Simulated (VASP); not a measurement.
# SiO2: single point with PBE

The system is SiO2.

```
Si O
1.0
     7.36312    0.00000    0.00000
     0.00000    7.36312    0.00000
     0.00000    0.00000    8.50350
Si O
12 24
Cartesian
  3.2046 3.2046 0.0000
  0.4770 6.8862 2.1259
  4.1585 4.1585 4.2517
  6.8862 0.4770 6.3776
  2.7353 1.1665 2.0384
  2.5151 6.4168 4.1643
  4.6279 6.1967 6.2902
  4.8480 0.9463 8.4161
  6.4168 2.5151 4.3392
  6.1967 4.6279 2.2133
  0.9463 4.8480 0.0874
  1.1665 2.7353 6.4651
  2.7086 2.7019 1.4982
  0.9797 6.3902 3.6241
  4.6545 4.6612 5.7500
  6.3835 0.9729 7.8758
  6.3902 0.9797 4.8794
  4.6612 4.6545 2.7535
  0.9729 6.3835 0.6276
  2.7019 2.7086 7.0053
  1.0665 1.0239 1.9719
  2.6576 4.7480 4.0978
  6.2966 6.3392 6.2237
  4.7055 2.6151 -0.1539
  4.7480 2.6576 4.4057
  6.3392 6.2966 2.2798
  2.6151 4.7055 8.6574
  1.0239 1.0665 6.5315
  3.0829 0.4104 3.4300
  3.2712 6.7645 5.5559
  4.2802 6.9527 7.6817
  4.0919 0.5987 1.3041
  6.7645 3.2712 2.9476
  6.9527 4.2802 0.8218
  0.5987 4.0919 7.1994
  0.4104 3.0829 5.0735
```

The cell was relaxed by an earlier calculation.

The cell isn't the ideal one: volume scaled by 0.96, ions relaxed.

| Quantity | Value |
| --- | --- |
| Program | VASP 6.6.1 |
| Task | single point |
| Functional | PBE |
| Potentials or basis | VASP PAW PBE potentials, release 64 (Si, O) |
| Cutoff | 520 eV |
| k mesh | 3 × 3 × 3 |
| Occupations | fermi-dirac, width 0.02 eV |
| Spin | no spin polarisation |

| Item | Value |
| --- | --- |
| Pressure | 8.1 GPa |
| Largest force | 0.040 eV/Å |
| Band gap on the k mesh | 4.21 eV, indirect (least direct gap 4.24 eV) |

Forces in eV/Å, atoms in the order of the input:
```
Si   0.018  0.018  0.000
Si  -0.018  0.018  0.000
Si  -0.018 -0.018  0.000
Si   0.018 -0.018  0.000
Si   0.004 -0.002  0.016
Si   0.002  0.004  0.016
Si  -0.004  0.002  0.016
Si  -0.002 -0.004  0.016
Si   0.004  0.002 -0.016
Si   0.002 -0.004 -0.016
Si  -0.004 -0.002 -0.016
Si  -0.002  0.004 -0.016
O    0.004  0.032 -0.001
O   -0.032  0.004 -0.001
O   -0.004 -0.032 -0.001
O    0.032 -0.004 -0.001
O    0.004 -0.032  0.001
O   -0.032 -0.004  0.001
O   -0.004  0.032  0.001
O    0.032  0.004  0.001
O   -0.004  0.040  0.001
O   -0.040 -0.004  0.001
O    0.004 -0.040  0.001
O    0.040  0.004  0.001
O   -0.004 -0.040 -0.001
O   -0.040  0.004 -0.001
O    0.004  0.040 -0.001
O    0.040 -0.004 -0.001
O   -0.001 -0.004  0.011
O    0.004 -0.001  0.011
O    0.001  0.004  0.011
O   -0.004  0.001  0.011
O   -0.001  0.004 -0.011
O    0.004  0.001 -0.011
O    0.001 -0.004 -0.011
O   -0.004 -0.001 -0.011
```

Stress tensor (GPa, compression positive):
```
8.29 0.00 0.00
0.00 8.29 0.00
0.00 0.00 7.58
```

Levels at points of the mesh, in eV from the valence-band top:
| k point | band 94 | band 95 | band 96 | band 97 | band 98 | band 99 |
| --- | --- | --- | --- | --- | --- | --- |
| (0.00, 0.00, 0.00) | -0.04 | -0.03 | -0.03 | 4.21 | 6.08 | 6.21 |

Wall time 5 min on 1 thread of Intel(R) Xeon(R) 6975P-C (Granite Rapids) (shared host), peak memory 0.56 GiB.

Caveat: an odd mesh through Γ misses points on the zone boundary, where band edges often lie.
